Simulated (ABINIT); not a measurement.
PbS:

```
Pb S
1.0
     3.65366    0.00000    0.00000
     0.00000    3.65366    0.00000
     0.00000    0.00000    3.65366
Pb S
1 1
Direct
  0.00000 0.00000 0.00000
  0.50000 0.50000 0.50000
```

Measurements of this composition are mostly on another form, of space group No. 225.

Base run:

* Program: ABINIT 10.8.3 (patched build)
* Functional: PBEsol
* Potentials or basis: JTH PAW PBE v2.0
* Cutoff: 707 eV
* k mesh: 7 × 7 × 7
* Occupations: fermi-dirac, width 0.05 eV
* Spin: no spin polarisation

Its results: pressure -3.7 GPa.

Question: After a change of settings the same cell gave: pressure 1.2 GPa. Which change was it?
A. functional from PBEsol to PW91
B. functional from PBEsol to LDA
C. functional from PBEsol to revPBE
D. functional from PBEsol to AM05

Answer: C.

revPBE binds less tightly than PBEsol, so the same cell stands under more pressure.

Caveats: the PAW data sets were made with another functional, which shifts forces and pressure a little.

Runs at the PBE level aren't shown here.
